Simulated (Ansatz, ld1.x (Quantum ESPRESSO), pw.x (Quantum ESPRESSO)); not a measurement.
## Sr (bcc): variants of one RRKJ potential in the solid

```json
{
 "Element": "Sr",
 "Generator": "ld1.x (Quantum ESPRESSO) 7.5",
 "Type": "norm-conserving RRKJ (Kleinman–Bylander form)",
 "Functional": "PBE",
 "Relativity": "scalar-relativistic",
 "Frozen core": "[Kr]",
 "Valence charge": "2",
 "Reference configuration": "4d0 5s2 5p0",
 "Partial waves": "5p (bound, empty): rc 3.80 bohr; 4d (bound, empty): rc 2.50 bohr; 5s (bound): rc 3.15 bohr",
 "Local potential": "the s channel",
 "Core correction": "Bessel-smoothed model core inside 2.20 bohr",
 "rho0": "0.001"
}
```

Crystal test: bcc Sr in pw.x 7.5, no spin, 10³ k-points, Fermi–Dirac smearing 0.01 Ry, cutoffs set for each file from its atomic test. The reference is all-electron LAPW (Ansatz 0.2.0) with the same functional, mesh and smearing; V0 and B0 come from Birch–Murnaghan fits to the pressures at five volumes. Errors are pseudo minus all-electron; Δ is the rms difference of the E(V) curves that follow from these fits, minima aligned, over ±6 % about the mean V0. Mesh and smearing are coarse, so the numbers serve the comparison and aren't converged zero-temperature values; the lattice is a test structure that the element need not adopt.

All-electron: a0 = 4.780 Å (V0 = 54.61 Å³/atom), B0 = 11.4 GPa.

1 further variants are left out: they gave no file fit for a test, a broken result, the same result as the base, or pressures whose basis-set error rivals the error shown.

```csv
change,cutoffs (Ry),pw.x,a0 (Å),a0 error (%),B0 error (%),Δ (meV/atom),mean pressure error (GPa)
base,50/200,converged,4.791,+0.23,+5.1,1.0,+0.09
wave 4d (bound): rc 2.50 bohr becomes 4d (bound): rc 3.12 bohr,50/200,converged,4.790,+0.21,+4.9,0.9,+0.08
"all radii but the core radius scaled by about 1.32 (s 4.16, p 5.02, d 3.30 bohr)",50/200,converged,4.753,-0.58,+4.8,2.4,-0.20
wave 5s (bound): rc 3.15 bohr becomes 5s (bound): rc 2.36 bohr,50/200,converged,4.751,-0.60,+5.7,2.5,-0.21
```

(1) Give the row for: core correction Bessel-smoothed model core inside 1.60 bohr.

Answers

(1) pw.x: converged; mean pressure error (GPa): +0.09; a0 (Å): 4.791; a0 error (%): +0.23; B0 error (%): +5.0; Δ (meV/atom): 1.0.
